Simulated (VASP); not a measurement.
Set up this calculation in VASP 6.6.1, as the native input.

| Property | Result |
| --- | --- |
| Task | single point |
| Functional | AM05 |
| Dispersion | D4 |
| Potentials or basis | VASP PAW PBE potentials, release 64 (Al) |
| Cutoff | 520 eV |
| k mesh | 11 × 11 × 11 |
| Occupations | methfessel-paxton, width 0.1 eV |
| Spin | collinear spin, ferromagnetic start |
| Starting moments | [0.5] μB |
| Fixed moment | 2 μB |
| Further INCAR settings | ALGO = Normal; EDIFF = 1e-06; NBANDS = 12 |

The structure of Al lies in POSCAR:

```
Al
2.8635
    0.000000000000      0.707108433735      0.707108433735
    0.707108433735      0.000000000000      0.707108433735
    0.707108433735      0.707108433735      0.000000000000
Al
1
Direct
    0.0000000000      0.0000000000      0.0000000000
```

The input as run:

INCAR

```
  PREC = Accurate
  ENCUT = 520
  EDIFF = 1E-6
  ISMEAR = 1
  SIGMA = 0.1
  LREAL = F
  LASPH = T
  NELM = 100
  ALGO = Normal
  ISIF = 2
  LWAVE = F
  LCHARG = F
  ISPIN = 2
  MAGMOM = 0.5
  LORBIT = 11
  NUPDOWN = 2
  GGA = AM
  IVDW = 13
  NBANDS = 12
```

KPOINTS

```
regular mesh
0
Gamma
  11 11 11
```

Potentials or basis: VASP PAW PBE potentials, release 64 (Al).

Run with:

```bash
$ cat potpaw_PBE.64/Al/POTCAR > POTCAR
$ mpirun -np 1 vasp_std > vasp.out
```

It gave:

The pressure is 24.4 GPa, the net moment is 2.00 μB per cell and the site moments are Al +0.50 μB. The valence electrons inside the program's atomic spheres are Al 0.76. The dispersion energy per atom is -0.199 eV.

Caveat: the moment is held away from its start; the PAW data sets were made with another functional, which shifts forces and pressure a little; the total moment is fixed, so each spin has its own Fermi level.

Wall time 16 s on 1 thread of AMD EPYC 9R45 (Zen 5) (shared host), peak memory 0.11 GiB.
